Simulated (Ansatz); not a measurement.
# AlNi: the cost of one run

Program: Ansatz 0.2.0. Level of theory: DFT PBEsol, scalar-relativistic, plane waves, PAW. These are calculated values, not measurements.

2 further runs of the same task are left out: 2 set aside as unsound or not needed.

## Step 1: Starting point

Symmetry: Pm-3m, No. 221, cubic system. Conventional cell: a = 2.863 Å, b = 2.863 Å, c = 2.863 Å, α = 90.00°, β = 90.00°, γ = 90.00°. Around Al (site symmetry m-3m) lie 8 Ni at 2.48 Å. Around Ni (site symmetry m-3m) lie 8 Al at 2.48 Å.

Coordinates:

```
CELL_PARAMETERS angstrom
2.02408 -2.02408 0.00000
2.02408 2.02408 0.00000
0.00000 0.00000 2.86475
ATOMIC_POSITIONS crystal
Al 0.00000 0.00000 0.00000
Ni 0.50000 0.50000 0.50000
```

It goes back to an entry of the Materials Project, which need not be the stable form.

This cell was relaxed beforehand with the same method: volume 11.74 Å³/atom, gap on the mesh none (metal).

## Step 2: The reference run

Contents of input.yaml:

```yaml
crystal:
  lattice:
    - [2.0240845329, -2.0240834525, 0.0]
    - [2.0240845329, 2.0240834525, 0.0]
    - [0.0, 0.0, 2.8647504702]
  atoms:
    - { symbol: Al, position: [0.0, 0.0, 0.0] }
    - { symbol: Ni, position: [0.5, 0.5, 0.5] }
basis:
  ecutwfc: 420
kpoints:
  mp_grid: { grid: [16, 16, 14] }
hamiltonian:
  xc: pbesol
scf:
  occupations: { method: fermi_dirac, width: 0.15 }
output:
  eigenvalues: true
phonons:
  method: dfpt
```

This input was run earlier.

## Step 3: Changed: finite displacements of 0.1 Å in the cell itself

Contents of input.yaml:

```yaml
crystal:
  lattice:
    - [2.0240845329, -2.0240834525, 0.0]
    - [2.0240845329, 2.0240834525, 0.0]
    - [0.0, 0.0, 2.8647504702]
  atoms:
    - { symbol: Al, position: [0.0, 0.0, 0.0] }
    - { symbol: Ni, position: [0.5, 0.5, 0.5] }
basis:
  ecutwfc: 420
kpoints:
  mp_grid: { grid: [16, 16, 14] }
hamiltonian:
  xc: pbesol
scf:
  occupations: { method: fermi_dirac, width: 0.15 }
output:
  eigenvalues: true
phonons:
  method: fd
  amplitude: 0.1
  supercell: [1, 1, 1]
  dielectric: false
```

Launch:

```bash
ansatz run input.yaml --threads 1 --pin off --max-ram 3072MiB --backend cpu --events-out ev --progress --plain --runs-dir out
```

**Question.** How long does this run take on 1 thread of Arm Neoverse V1, shared host, and how much memory does it need?

About 3.3 min, with a peak of 0.56 GiB.
